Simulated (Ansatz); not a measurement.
A run of Ansatz 0.2.0 is set up as follows.

input.yaml

```yaml
crystal:
  lattice:
    - [5.175256, -0.05175256, 0.0]
    - [-0.05175256, 5.175256, 0.0]
    - [0.0, 0.0, 5.175256]
  atoms:
    - { symbol: Sn, position: [0.0, 0.0, 0.0] }
    - { symbol: Sn, position: [0.5, 0.0, 0.5] }
    - { symbol: Sn, position: [0.5, 0.5, 0.0] }
    - { symbol: Sn, position: [0.0, 0.5, 0.5] }
    - { symbol: O, position: [0.661098, 0.838902, 0.161098] }
    - { symbol: O, position: [0.838902, 0.161098, 0.661098] }
    - { symbol: O, position: [0.161098, 0.661098, 0.838902] }
    - { symbol: O, position: [0.338902, 0.338902, 0.338902] }
    - { symbol: O, position: [0.661098, 0.661098, 0.661098] }
    - { symbol: O, position: [0.838902, 0.338902, 0.161098] }
    - { symbol: O, position: [0.161098, 0.838902, 0.338902] }
    - { symbol: O, position: [0.338902, 0.161098, 0.838902] }
hamiltonian:
  xc: pbe
  pseudopotentials: { kind: paw }
kpoints:
  mp_grid: { grid: [4, 4, 4] }
scf:
  occupations: { method: fermi_dirac, width: 0.05 }
output:
  forces: true
  stress: true
  eigenvalues: true
relax:
  f_tol: 0.01
  max_steps: 40
```

Potentials or basis: Ansatz PAW.

The run is started by

```sh
$ ansatz run input.yaml --threads 4 --pin off --max-ram 11264MiB --backend cpu --events-out ev --progress --plain --runs-dir out
```

Question: Predict the band gap on the k mesh.

Answer: 0.54 eV, indirect (least direct gap 0.58 eV).

Question: Predict the energy gained by relaxing.

Answer: 0.1 meV/atom.

Forces in eV/Å, atoms in the order of the input:
```
Sn   0.000  0.000  0.000
Sn   0.000  0.000  0.000
Sn   0.000  0.000  0.000
Sn   0.000  0.000  0.000
O   -0.001 -0.001 -0.003
O    0.001  0.001 -0.003
O    0.002 -0.002 -0.004
O   -0.002  0.002 -0.004
O    0.002 -0.002  0.004
O   -0.002  0.002  0.004
O   -0.001 -0.001  0.003
O    0.001  0.001  0.003
```

Caveat: spin-orbit coupling is left out, which moves the levels of the heavy elements. A k mesh can miss the band edges.
